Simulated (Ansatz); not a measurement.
The cell of ZnS is invented: 4-connected net, two elements alternating (P4_12_12, No. 92). Lengths were set from tabulated atomic sizes, so they are only a guess.

```cif
data_structure
_symmetry_space_group_name_H-M 'P4_12_12'
_symmetry_Int_Tables_number 92
_cell_length_a 6.1172
_cell_length_b 6.1172
_cell_length_c 3.3395
_cell_angle_alpha 90.000
_cell_angle_beta 90.000
_cell_angle_gamma 90.000
_cell_volume 124.96
loop_
_atom_site_label
_atom_site_type_symbol
_atom_site_symmetry_multiplicity
_atom_site_Wyckoff_symbol
_atom_site_fract_x
_atom_site_fract_y
_atom_site_fract_z
_atom_site_occupancy
Zn1 Zn 4 a 0.66924 0.66924 0.50000 1
S1 S 4 a 0.83076 0.83076 0.00000 1
```

Level of theory: DFT PBE, scalar-relativistic, plane waves, PAW (Ansatz 0.2.0). Cutoff 420 eV, Gaussian smearing, Γ-centred meshes. Cell and atoms relax first on a coarse mesh and then on a converged one. In between, the cell is made exact in the group found at 0.06 Å. The steps can't lower the symmetry of their start. No spin polarisation.

A guess keeps its type if space group and coordination stay and the shape of the cell changes little (axis ratios within about 15 %, angles within 6°); the volume may change.

Q: Does this structure survive the relaxation?

A: It keeps its type. The symmetry stays P4_12_12 (No. 92). The volume per atom grows by 27.4 %, from 15.6 to 19.9 Å³. The shortest distance goes from 2.18 Å (Zn–S) to 2.37 Å (Zn–S). The ratio c/a of the conventional cell changes by a factor of 1.01. Counting neighbours within 15 % of an atom's shortest distance, the start has S 4, Zn 4 and the end S 4, Zn 4.

The last run used a 4×4×8 mesh (in the run's order of axes) for its 8-atom cell and Gaussian smearing of 0.02 eV. Symmetry constrained the relaxation, so the result can be a saddle point.
